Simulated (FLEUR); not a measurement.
# C (P6_3/mmc) in FLEUR: further runs, part 2 of 2

FLEUR MaX-R8.1 (later development tree). Earlier steps stand in the parts before.

### Step 3. Equation of state, LDA exchange alone (X-alpha), 5.33 Å³/atom (volume scaled by 0.94)

The COD entry that gives the cell may itself be a prediction, so a difference from it is no test against experiment.

File inp.xml:

```xml
<?xml version="1.0" encoding="UTF-8" standalone="no"?>
<fleurInput fleurInputVersion="0.39">
   <comment>
      C                                                                                                   
   </comment>
   <calculationSetup>
      <cutoffs Kmax="5.5" Gmax="17.0" GmaxXC="17.0" numbands="0"/>
      <scfLoop itmax="60" minDistance="0.00001" maxIterBroyd="15" imix="Anderson" alpha="0.05" precondParam="0.0" spinf="2.0" sdNocoIR="T"/>
      <coreElectrons ctail="T" frcor="F" kcrel="0" coretail_lmax="0"/>
      <xcFunctional name="x-a" relativisticCorrections="F"/>
      <magnetism jspins="1"/>
      <soc l_soc="F" theta="0.0" phi="0.0" spav="F"/>
      <expertModes spex="0" secvar="F"/>
      <geometryOptimization l_f="F" forcealpha="1.0" forcemix="BFGS" epsdisp="0.00001" epsforce="0.00001"/>
      <ldaU l_linMix="F" mixParam="0.05" spinf="1.0"/>
   </calculationSetup>
   <cell>
      <bzIntegration valenceElectrons="32.0" mode="hist" fermiSmearingEnergy="0.00183747">
         <kPointListSelection listName="default-1"/>
         <!-- k-points included here -->
         <xi:include xmlns:xi="http://www.w3.org/2001/XInclude" href="kpts.xml"> </xi:include>
      </bzIntegration>
      <!-- symmetry operations included here -->
      <xi:include xmlns:xi="http://www.w3.org/2001/XInclude" href="sym.xml"> </xi:include>
      <bulkLattice scale="0.9795861087">
         <bravaisMatrix>
            <row-1>    4.7660782588536597     0.0000000000000000     0.0000000000000000</row-1>
            <row-2>   -2.3830391294268298     4.1275448486208255     0.0000000000000000</row-2>
            <row-3>    0.0000000000000000     0.0000000000000000    15.5658630609426591</row-3>
         </bravaisMatrix>
      </bulkLattice>
   </cell>
   <atomSpecies>
      <species name="Carbon (C)" element="C" atomicNumber="6">
         <mtSphere radius="1.31" gridPoints="447" logIncrement="0.023"/>
         <atomicCutoffs lmax="8" lnonsphr="6"/>
         <electronConfig flipSpins="F">
            <coreConfig>(1s1/2)</coreConfig>
            <valenceConfig>(2s1/2) (2p1/2) (2p3/2)</valenceConfig>
            <stateOccupation state="(2p1/2)" spinUp="0.333333" spinDown="0.333333"/>
            <stateOccupation state="(2p3/2)" spinUp="0.666667" spinDown="0.666667"/>
         </electronConfig>
         <energyParameters s="2" p="2" d="3" f="4"/>
         <lo type="SCLO" l="0" n="2" eDeriv="2"/>
         <lo type="SCLO" l="1" n="2" eDeriv="2"/>
         <lo type="SCLO" l="2" n="3" eDeriv="2"/>
      </species>
   </atomSpecies>
   <atomGroups>
      <atomGroup species="Carbon (C)">
         <relPos label="                   1">-1.000/3.000 1.000/3.000 -5.000/32.000</relPos>
         <relPos label="                   2">1.000/3.000 -1.000/3.000 11.000/32.000</relPos>
         <relPos label="                   3">-1.000/3.000 1.000/3.000 -11.000/32.000</relPos>
         <relPos label="                   4">1.000/3.000 -1.000/3.000 5.000/32.000</relPos>
         <force calculate="T" relaxXYZ="TTT"/>
      </atomGroup>
      <atomGroup species="Carbon (C)">
         <relPos label="                   5">.0000000000 .0000000000 -3.000/32.000</relPos>
         <relPos label="                   6">.0000000000 .0000000000 13.000/32.000</relPos>
         <relPos label="                   7">.0000000000 .0000000000 -13.000/32.000</relPos>
         <relPos label="                   8">.0000000000 .0000000000 3.000/32.000</relPos>
         <force calculate="T" relaxXYZ="TTT"/>
      </atomGroup>
   </atomGroups>
   <output dos="F" band="F" slice="F">
      <checks vchk="F" cdinf="F"/>
      <bandDOS minEnergy="-.5*Htr" maxEnergy="0.5*Htr" sigma="0.015" storeEVData="T"/>
      <vacuumDOS vacdos="F" integ="F" star="F" nstars="0" locx1="0.0" locy1="0.0" locx2="0.0" locy2="0.0" nstm="0" tworkf="0.0"/>
      <unfoldingBand unfoldBand="F" supercellX="1" supercellY="1" supercellZ="1"/>
      <plotting iplot="0" polar="F">
         <plot TwoD="T" vec1="  1.0  0.0  0.0" vec2="  0.0  1.0  0.0" vec3="  0.0  0.0  1.0" zero="  0.0  0.0  0.0" file="plot"/>
      </plotting>
      <chargeDensitySlicing numkpt="0" minEigenval="0.0" maxEigenval="0.0" nnne="0" pallst="F"/>
      <specialOutput eonly="F"/>
      <moessbauerParams electricFieldGradient="T" isomerShift="T" coreHyperfine="T" valenceHyperfine="T"/>
      <magneticCircularDichroism mcd="F" energyLo="-10.0" energyUp="0.0"/>
   </output>
  <!-- We include the file relax.xml here to enable relaxations (see documentation) -->
  <xi:include xmlns:xi="http://www.w3.org/2001/XInclude" href="relax.xml"> <xi:fallback/> </xi:include>
</fleurInput>
```

Potentials or basis: all-electron, FLAPW.

The run is started by

```bash
inpgen -f crystal.txt -profile fastHighL
# inp.xml edited to the form shown
fleur_MPI
```

The program printed:

```text
Welcome to FLEUR        (www.flapw.de)
      MaX-Release 8.1          (www.max-centre.eu)

 ========== k-point set info ==========
 Selected k-point list: default-1
 k-point list type: mesh
 12 x 12 x 4
 Number of k points: 57

 ------------Calculation Setup---------------------------
 Number of MPI-tasks      :            1
 Number of PE/node        :            1
 Number of OMP-threads    :            1
 Most efficient MPI parallelization for:
           1           3          19          57
 Additional eigenvalue parallelization possible
 Number of basis functions:          948
 Approximate size of matrices (H+S) per k-point:         0.013 GB
 --------------------------------------------------------
 Iteration:     1   Distance:      29.23599384 me/bohr^3
 Iteration:     2   Distance:      27.48526463 me/bohr^3
 Iteration:     3   Distance:       4.56312902 me/bohr^3
 Iteration:     4   Distance:       2.31189354 me/bohr^3
 Iteration:     5   Distance:       0.32844588 me/bohr^3
 Iteration:     6   Distance:       0.15350742 me/bohr^3
 Iteration:     7   Distance:       0.16513496 me/bohr^3
 Iteration:     8   Distance:       0.01517395 me/bohr^3
 Iteration:     9   Distance:       0.00318865 me/bohr^3
 Iteration:    10   Distance:       0.00279937 me/bohr^3
 Iteration:    11   Distance:       0.00004462 me/bohr^3
 Iteration:    12   Distance:       0.00001765 me/bohr^3
 Iteration:    13   Distance:       0.00000487 me/bohr^3

 ********************************************************************
 Run finished successfully
 Stop message:
   all done
 ********************************************************************
```

out.xml (last iteration):

```text
<iteration numberForCurrentRun="   13" overallNumber="   13">
         <energyParameters units="Htr">
            <atomicEP atomType="1" spin="1" branch="2s" branchLowest="-9.08" branchHighest="3.16" value="-0.2183196447"/>
            <atomicEP atomType="1" spin="1" branch="2p" branchLowest="-9.99" branchHighest="2.58" value="-0.0280015179"/>
            <atomicEP atomType="1" spin="1" branch="3d" branchLowest="-9.99" branchHighest="7.45" value="0.1727137798"/>
            <atomicEP atomType="1" spin="1" branch="4f" branchLowest="-9.99" branchHighest="12.42" value="0.3324555806"/>
            <loAtomicEP atomType="1" spin="1" branch="2s" branchLowest="-9.08" branchHighest="3.16" value="-0.2183196447"/>
            <loAtomicEP atomType="1" spin="1" branch="2p" branchLowest="-9.99" branchHighest="2.58" value="-0.0280129853"/>
            <loAtomicEP atomType="1" spin="1" branch="3d" branchLowest="-9.99" branchHighest="7.45" value="0.1727159915"/>
            <atomicEP atomType="2" spin="1" branch="2s" branchLowest="-9.08" branchHighest="3.16" value="-0.2177799766"/>
            <atomicEP atomType="2" spin="1" branch="2p" branchLowest="-9.99" branchHighest="2.58" value="-0.0274531763"/>
[... 79 lines left out ...]
            <FockExchangeEnergyValence value="0.0000000000"/>
            <FockExchangeEnergyCore value="0.0000000000"/>
            <atomTypeDependentContributions atomType="1">
               <electronNucleiInteractionDifferentMTs value="165.2389321171"/>
               <MadelungTerm value="-18.5804485544"/>
            </atomTypeDependentContributions>
            <atomTypeDependentContributions atomType="2">
               <electronNucleiInteractionDifferentMTs value="165.2282572655"/>
               <MadelungTerm value="-18.5927213243"/>
            </atomTypeDependentContributions>
            <tkbTimesEntropy value="0.0000000000"/>
            <freeEnergy value="-299.2827349399"/>
            <extrapolationTo0K value="-299.2827349399"/>
         </totalEnergy>
         <densityConvergence units="me/bohr^3">
            <chargeDensity spin="1" distance="0.0000048696"/>
         </densityConvergence>
      </iteration>
```

Run time: 2.1 min. Hardware: 1 thread of Intel Xeon 6975P-C (Granite Rapids), shared host; peak memory 0.09 GiB.

Results:

```
Free energy                                           : -8143.8981 eV
Band gap on the k mesh                                : 4.42 eV, indirect (least direct gap 5.23 eV)
Valence electrons inside the program's atomic spheres : C 2.01 (radii C 1.31 bohr)
```

### Step 4. Equation of state, LDA exchange alone (X-alpha), 5.45 Å³/atom (volume scaled by 0.96)

inp.xml: that of step 3 with these lines changed.

```diff
@@ -24,3 +24,3 @@
       <xi:include xmlns:xi="http://www.w3.org/2001/XInclude" href="sym.xml"> </xi:include>
-      <bulkLattice scale="0.9795861087">
+      <bulkLattice scale="0.9864848297">
          <bravaisMatrix>
```

The run is started by

```bash
inpgen -f crystal.txt -profile fastHighL
# inp.xml edited to the form shown
fleur_MPI
```

Wall time 2.2 min (1 thread of Intel Xeon 6975P-C (Granite Rapids), shared host); peak memory 0.09 GiB.

The run converged. Its results:

| Quantity | Value |
| --- | --- |
| Free energy | -8144.0784 eV |
| Band gap on the k mesh | 4.37 eV, indirect (least direct gap 5.18 eV) |
| Valence electrons inside the program's atomic spheres | C 1.99 (radii C 1.31 bohr) |

### Step 5. Equation of state, LDA exchange alone (X-alpha), 5.67 Å³/atom

inp.xml: that of step 4 with these lines changed.

```diff
@@ -24,3 +24,3 @@
       <xi:include xmlns:xi="http://www.w3.org/2001/XInclude" href="sym.xml"> </xi:include>
-      <bulkLattice scale="0.9864848297">
+      <bulkLattice scale="1.0000000000">
          <bravaisMatrix>
```

The run is started by

```bash
inpgen -f crystal.txt -profile fastHighL
# inp.xml edited to the form shown
fleur_MPI
```

Wall time 2.4 min (1 thread of Intel Xeon 6975P-C (Granite Rapids), shared host); peak memory 0.09 GiB.

It converged, with:

```
Free energy                                           : -8144.2615 eV
Band gap on the k mesh                                : 4.27 eV, indirect (least direct gap 5.09 eV)
Valence electrons inside the program's atomic spheres : C 1.95 (radii C 1.31 bohr)
```

### Step 6. Equation of state, LDA exchange alone (X-alpha), 5.90 Å³/atom (volume scaled by 1.04)

inp.xml: that of step 5 with these lines changed.

```diff
@@ -24,3 +24,3 @@
       <xi:include xmlns:xi="http://www.w3.org/2001/XInclude" href="sym.xml"> </xi:include>
-      <bulkLattice scale="1.0000000000">
+      <bulkLattice scale="1.0131594038">
          <bravaisMatrix>
```

Potentials or basis: all-electron, FLAPW.

The run is started by

```bash
inpgen -f crystal.txt -profile fastHighL
# inp.xml edited to the form shown
fleur_MPI
```

It took 2.6 min on 1 thread of Intel Xeon 6975P-C (Granite Rapids), shared host; peak memory 0.1 GiB.

Results (log left out):

* Free energy: -8144.2415 eV
* Band gap on the k mesh: 4.17 eV, indirect (least direct gap 5.00 eV)
* Valence electrons inside the program's atomic spheres: C 1.92 (radii C 1.31 bohr)

### Step 7. Equation of state, LDA exchange alone (X-alpha), 6.01 Å³/atom (volume scaled by 1.06)

inp.xml: that of step 6 with these lines changed.

```diff
@@ -24,3 +24,3 @@
       <xi:include xmlns:xi="http://www.w3.org/2001/XInclude" href="sym.xml"> </xi:include>
-      <bulkLattice scale="1.0131594038">
+      <bulkLattice scale="1.0196128224">
          <bravaisMatrix>
```

The run is started by

```bash
inpgen -f crystal.txt -profile fastHighL
# inp.xml edited to the form shown
fleur_MPI
```

Run time: 2.7 min. Hardware: 1 thread of Intel Xeon 6975P-C (Granite Rapids), shared host; peak memory 0.1 GiB.

It converged, with:

```
Free energy                                           : -8144.1661 eV
Band gap on the k mesh                                : 4.12 eV, indirect (least direct gap 4.96 eV)
Valence electrons inside the program's atomic spheres : C 1.90 (radii C 1.31 bohr)
```

### Step 8. Equation of state, LDA exchange alone (X-alpha)

This step only gathers the single runs of the series.

Results:

```yaml
Equilibrium_volume: 5.76 Å³/atom
Bulk_modulus_at_fixed_shape_and_positions: 423 GPa
Pressure_derivative_of_the_bulk_modulus: "3.6 (rough: it moves with the points fitted)"
```

Energy against volume, from the lowest point:
| volume (Å³/atom) | energy (meV/atom) |
| --- | --- |
| 5.332 | 45.43 |
| 5.445 | 22.89 |
| 5.672 | 0.00 |
| 5.899 | 2.50 |
| 6.012 | 11.93 |

Caveat: the cell was scaled at fixed shape and fractional positions, which overstates the stiffness of a crystal with free parameters, most of all of layers and chains.
